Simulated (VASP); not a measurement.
# LiF: an input that fails (parallel tempering)

LiF, Fm-3m (no. 225), 8 atoms in the cell.

01/INCAR:
```
GGA = PE
PREC = Normal
ENCUT = 400
EDIFF = 1e-05
NELMIN = 4
NELM = 60
ALGO = Normal
LREAL = Auto
LASPH = .TRUE.
ISMEAR = 0
SIGMA = 0.05
ISYM = 0
LWAVE = .FALSE.
LCHARG = .FALSE.
IBRION = 0
NSW = 200
POTIM = 1.0
ISIF = 2
RANDOM_SEED = 833772 0 0
MDALGO = 3
LANGEVIN_GAMMA = 10 10
IMAGES = 3
LTEMPER = .TRUE.
NTEMPER = 5
TEBEG = 300
TEEND = 300
```

02/INCAR:
```
GGA = PE
PREC = Normal
ENCUT = 400
EDIFF = 1e-05
NELMIN = 4
NELM = 60
ALGO = Normal
LREAL = Auto
LASPH = .TRUE.
ISMEAR = 0
SIGMA = 0.05
ISYM = 0
LWAVE = .FALSE.
LCHARG = .FALSE.
IBRION = 0
NSW = 200
POTIM = 1.0
ISIF = 2
RANDOM_SEED = 833773 0 0
MDALGO = 3
LANGEVIN_GAMMA = 10 10
IMAGES = 3
LTEMPER = .TRUE.
NTEMPER = 5
TEBEG = 600
TEEND = 600
```

03/INCAR:
```
GGA = PE
PREC = Normal
ENCUT = 400
EDIFF = 1e-05
NELMIN = 4
NELM = 60
ALGO = Normal
LREAL = Auto
LASPH = .TRUE.
ISMEAR = 0
SIGMA = 0.05
ISYM = 0
LWAVE = .FALSE.
LCHARG = .FALSE.
IBRION = 0
NSW = 200
POTIM = 1.0
ISIF = 2
RANDOM_SEED = 833774 0 0
MDALGO = 3
LANGEVIN_GAMMA = 10 10
IMAGES = 3
LTEMPER = .TRUE.
NTEMPER = 5
TEBEG = 900
TEEND = 900
```

INCAR:
```
ALGO = Normal
EDIFF = 1E-5
ENCUT = 400
GGA = PE
IBRION = 0
IMAGES = 3
ISIF = 2
ISMEAR = 0
ISYM = 0
LANGEVIN_GAMMA = 10 10
LASPH = T
LCHARG = F
LREAL = Auto
LTEMPER = T
LWAVE = F
MDALGO = 3
NELM = 60
NELMIN = 4
NSW = 200
NTEMPER = 5
POTIM = 1.0
PREC = Normal
RANDOM_SEED = 833772 0 0
SIGMA = 0.05
TEBEG = 300
TEEND = 300
```

KPOINTS:
```
k-points
0
Monkhorst-Pack
  2 2 2
```

01/POSCAR:
```
LiF
1.0
    4.0280000000      0.0000000000      0.0000000000
    0.0000000000      4.0280000000      0.0000000000
    0.0000000000      0.0000000000      4.0280000000
F Li
4 4
Direct
    0.5000000000      0.0000000000      0.0000000000
    0.5000000000      0.5000000000      0.5000000000
    0.0000000000      0.0000000000      0.5000000000
    0.0000000000      0.5000000000      0.0000000000
    0.0000000000      0.0000000000      0.0000000000
    0.0000000000      0.5000000000      0.5000000000
    0.5000000000      0.0000000000      0.5000000000
    0.5000000000      0.5000000000      0.0000000000
```

02/POSCAR:
```
LiF
1.0
    4.0280000000      0.0000000000      0.0000000000
    0.0000000000      4.0280000000      0.0000000000
    0.0000000000      0.0000000000      4.0280000000
F Li
4 4
Direct
    0.5000000000      0.0000000000      0.0000000000
    0.5000000000      0.5000000000      0.5000000000
    0.0000000000      0.0000000000      0.5000000000
    0.0000000000      0.5000000000      0.0000000000
    0.0000000000      0.0000000000      0.0000000000
    0.0000000000      0.5000000000      0.5000000000
    0.5000000000      0.0000000000      0.5000000000
    0.5000000000      0.5000000000      0.0000000000
```

03/POSCAR:
```
LiF
1.0
    4.0280000000      0.0000000000      0.0000000000
    0.0000000000      4.0280000000      0.0000000000
    0.0000000000      0.0000000000      4.0280000000
F Li
4 4
Direct
    0.5000000000      0.0000000000      0.0000000000
    0.5000000000      0.5000000000      0.5000000000
    0.0000000000      0.0000000000      0.5000000000
    0.0000000000      0.5000000000      0.0000000000
    0.0000000000      0.0000000000      0.0000000000
    0.0000000000      0.5000000000      0.5000000000
    0.5000000000      0.0000000000      0.5000000000
    0.5000000000      0.5000000000      0.0000000000
```

Commands:
```
cat potpaw_PBE.64/F/POTCAR potpaw_PBE.64/Li/POTCAR > POTCAR
mpirun -np 4 vasp_std > vasp.out
```

VASP stops with:
```
M_divide: can not subdivide            4 nodes by           3
```

Cause: ranks not divisible by the images.
